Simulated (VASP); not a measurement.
# Mo (Im-3m) in VASP: relaxation of cell and atoms with PBE

Aim: the relaxation of cell and atoms of Mo with PBE.

Everything below comes from runs of VASP 6.6.1. Logs are shortened: lines on timing, memory, paths and dates and some standing lists are left out, and cuts for length are marked.

## (1) The structure

The structure is cubic, space group Im-3m (No. 229). Conventional cell: a = 3.147 Å, b = 3.147 Å, c = 3.147 Å, α = 90.00°, β = 90.00°, γ = 90.00°. Mo (site symmetry m-3m) has 8 Mo at 2.73 Å as nearest neighbours.

## (2) Relaxation of cell and atoms, PBE

INCAR

```
SYSTEM = Mo
PREC = Accurate
ENCUT = 600
EDIFF = 1E-7
ISMEAR = 0
SIGMA = 0.1
LREAL = .FALSE.
LASPH = .TRUE.
NELM = 80
ALGO = Normal
ISIF = 3
LWAVE = .FALSE.
LCHARG = .FALSE.
GGA = PE
IBRION = 2
NSW = 80
EDIFFG = -0.004
```

KPOINTS

```
regular mesh
0
G
  18 18 18
  0 0 0
```

POSCAR

```
Mo
1.0
   -1.5734150000      1.5734150000      1.5734150000
    1.5734150000     -1.5734150000      1.5734150000
    1.5734150000      1.5734150000     -1.5734150000
Mo
1
Direct
    0.0000000000      0.0000000000      0.0000000000
```

Potentials or basis: VASP PAW PBE potentials, release 64 (Mo_sv).

On the command line:

```console
$ cat potpaw_PBE.64/Mo_sv/POTCAR > POTCAR
$ mpirun -np 1 vasp_std > vasp.out
```

OUTCAR:

```text
SYSTEM = Mo
   PREC = Accurate
   ENCUT = 600
   EDIFF = 1E-7
   ISMEAR = 0
   LREAL = .FALSE.
   LASPH = .TRUE.
   NELM = 80
   ISIF = 3
   GGA = PE
   IBRION = 2
   NSW = 80
   EDIFFG = -0.004

 ion  position               nearest neighbor table
   1  0.000  0.000  0.000-

  LATTYP: Found a body centered cubic cell.
 ALAT       =     3.1468300000

  Lattice vectors:

 A1 = (  -1.5734150000,   1.5734150000,   1.5734150000)
 A2 = (   1.5734150000,  -1.5734150000,   1.5734150000)
 A3 = (   1.5734150000,   1.5734150000,  -1.5734150000)

Analysis of symmetry for initial positions (statically):
=====================================================================
 Subroutine PRICEL returns:
 Original cell was already a primitive cell.

 Routine SETGRP: Setting up the symmetry group for a
 body centered cubic supercell.

 Subroutine GETGRP returns: Found 48 space group operations
 (whereof 48 operations were pure point group operations)
 out of a pool of 48 trial point group operations.

The static configuration has the point symmetry O_h .

Analysis of symmetry for dynamics (positions and initial velocities):
=====================================================================
 Subroutine PRICEL returns:
 Original cell was already a primitive cell.

 Routine SETGRP: Setting up the symmetry group for a
 body centered cubic supercell.

 Subroutine GETGRP returns: Found 48 space group operations
 (whereof 48 operations were pure point group operations)
 out of a pool of 48 trial point group operations.

The dynamic configuration has the point symmetry O_h .

 Subroutine INISYM returns: Found 48 space group operations
 (whereof 48 operations are pure point group operations),
 and found     1 'primitive' translations

----------------------------------------------------------------------------------------

                                     Primitive cell

  volume of cell :      15.5808

  direct lattice vectors                    reciprocal lattice vectors
    -1.573415000  1.573415000  1.573415000     0.000000000  0.317780115  0.317780115
     1.573415000 -1.573415000  1.573415000     0.317780115  0.000000000  0.317780115
     1.573415000  1.573415000 -1.573415000     0.317780115  0.317780115  0.000000000
[... 99 lines left out ...]
   IALGO  =     38    algorithm
   IMIX   =      4    mixing-type and parameters
     AMIX     =   0.40;   BMIX     =  1.00
     AMIX_MAG =   1.60;   BMIX_MAG =  1.00
  volume/ion in A,a.u.               =      15.58       105.14
  Fermi-wavevector in a.u.,A,eV,Ry     =   1.579747  2.985289 33.954710  2.495601
  Thomas-Fermi vector in A             =   2.680079
   LORBIT       =      0    0 simple, 1 ext, 2 COOP (PROOUT), +10 PAW based schemes
   GGA     = PE    functional components
   LHFCALC =     F    Hartree Fock is set to
   AEXX    =    0.0000 exact exchange contribution
   IVDW    =     0    specifies the selected vdW correction
   LEPSILON=     F    determine dielectric tensor
   LRPA    =     F    only Hartree local field effects (RPA)
 conjugate gradient relaxation of ions
 non-spin polarized calculation
 Gauss-broadening in eV      SIGMA  =   0.10
  energy-cutoff  :      600.00
  volume of cell :       15.58
 maximum number of plane-waves:       537
 NGX is ok and might be reduce to    24
   NGX = 11   NGY = 11   NGZ = 11

--------------------------------------- Ionic step        1  -------------------------------------------

 number of electron      14.0000002 magnetization

 Free energy of the ion-electron system (eV)
  ---------------------------------------------------
  ext. energy  EPLUGINS =         0.00000000
  ---------------------------------------------------
  free energy    TOTEN  =       -10.93214378 eV

  energy without entropy =      -10.92965156  energy(sigma->0) =      -10.93089767

------------------------ aborting loop because EDIFF is reached ----------------------------------------

  FORCE on cell =-STRESS in cart. coord.  units (eV):
  Direction    XX          YY          ZZ          XY          YZ          ZX
  --------------------------------------------------------------------------------------
  -------------------------------------------------------------------------------------
  Total        0.3778435      0.3778435      0.3778435      0.0000000      0.0000000     -0.0000000
  in kB       38.8537273     38.8537273     38.8537273      0.0000000      0.0000000     -0.0000000
  external PRESSURE =      38.8537273 kB  Pullay stress =       0.0000000 kB
[... 92 lines left out ...]
--------------------------------------- Ionic step        4  -------------------------------------------

 number of electron      14.0000002 magnetization

 Free energy of the ion-electron system (eV)
  ---------------------------------------------------
  ext. energy  EPLUGINS =         0.00000000
  ---------------------------------------------------
  free energy    TOTEN  =       -10.93485221 eV

  energy without entropy =      -10.93218240  energy(sigma->0) =      -10.93351730

 E-fermi :  12.4322     XC(G=0): -13.3277

 val. band max:       12.4111020818   @ k =   0.3889   0.1111   0.0000
 cond. band min:      12.4363303894   @ k =  -0.3889   0.4444   0.2778
 fundamental gap:      0.0252283076
 Fermi energy:        12.4321631052

 k-point     1 :       0.0000    0.0000    0.0000
  band No.  band energies     occupation
      1     -48.8646      2.00000
      2     -22.1567      2.00000
      3     -22.1567      2.00000
      4     -22.1567      2.00000
      5       5.2166      2.00000
      6      11.0720      2.00000
      7      11.0720      2.00000
      8      11.0720      2.00000
      9      14.0567      0.00000
     10      14.0567      0.00000
     11      27.2303      0.00000
[... 309 lines left out ...]
 k-point    24 :       0.3889    0.1111    0.0000
  band No.  band energies     occupation
      1     -48.6116      2.00000
      2     -23.4242      2.00000
      3     -22.6257      2.00000
      4     -22.2261      2.00000
      5       7.5648      2.00000
      6       9.2200      2.00000
      7      12.4111      1.23418
      8      13.9566      0.00000
      9      15.0724      0.00000
     10      17.7234      0.00000
     11      23.9794      0.00000

 [... further k-points ...]

------------------------ aborting loop because EDIFF is reached ----------------------------------------

  FORCE on cell =-STRESS in cart. coord.  units (eV):
  Direction    XX          YY          ZZ          XY          YZ          ZX
  --------------------------------------------------------------------------------------
  -------------------------------------------------------------------------------------
  Total        0.0022260      0.0022260      0.0022260     -0.0000000     -0.0000000      0.0000000
  in kB        0.2256337      0.2256337      0.2256337     -0.0000000     -0.0000000      0.0000000
  external PRESSURE =       0.2256337 kB  Pullay stress =       0.0000000 kB
[... 16 lines left out ...]
  FREE ENERGIE OF THE ION-ELECTRON SYSTEM (eV)
  ---------------------------------------------------
  free  energy   TOTEN  =       -10.9348522138 eV

  energy  without entropy=      -10.9321823959  energy(sigma->0) =      -10.93351730

 reached required accuracy - stopping structural energy minimisation
```

CONTCAR:

```text
Mo
   1.00000000000000
    -1.5809760129953176    1.5809760129953176    1.5809760129953176
     1.5809760129953176   -1.5809760129953176    1.5809760129953176
     1.5809760129953176    1.5809760129953176   -1.5809760129953176
  Mo
     1
Direct
     0.0000000000000000    0.0000000000000000    0.0000000000000000

  0.00000000E+00  0.00000000E+00  0.00000000E+00
```

Run time: 51 s. Hardware: 1 thread of AMD EPYC 9R45 (Zen 5), shared host; peak memory 0.15 GiB.

What came out:

```yaml
Free_energy: -10.9349 eV
Relaxed_volume: 15.81 Å³/atom
Relaxed_cell: a = 2.738 Å, b = 2.738 Å, c = 2.738 Å, α = 109.47°, β = 109.47°, γ = 109.47°
Space_group_after_relaxing_to_0.05_Å: Im-3m (No. 229)
Energy_gained_by_relaxing: 2.7 meV/atom
Ionic_steps: 4
Pressure_after_relaxing: 0.0 GPa
Band_gap_on_the_k_mesh: none (metal or under the smearing width)
```

The path:
```
step  energy change (eV)  largest force (eV/Å)  pressure (GPa)  volume (Å³)
   1              0.0000                0.0000            3.89        15.58
   2              0.0169                0.0000           -9.47        16.45
   3             -0.0027                0.0000           -0.05        15.81
   4             -0.0027                0.0000            0.02        15.81
```

Final structure:
```
Mo
1.0
    -1.58098    1.58098    1.58098
     1.58098   -1.58098    1.58098
     1.58098    1.58098   -1.58098
Mo
1
Direct
  0.00000 0.00000 0.00000
```
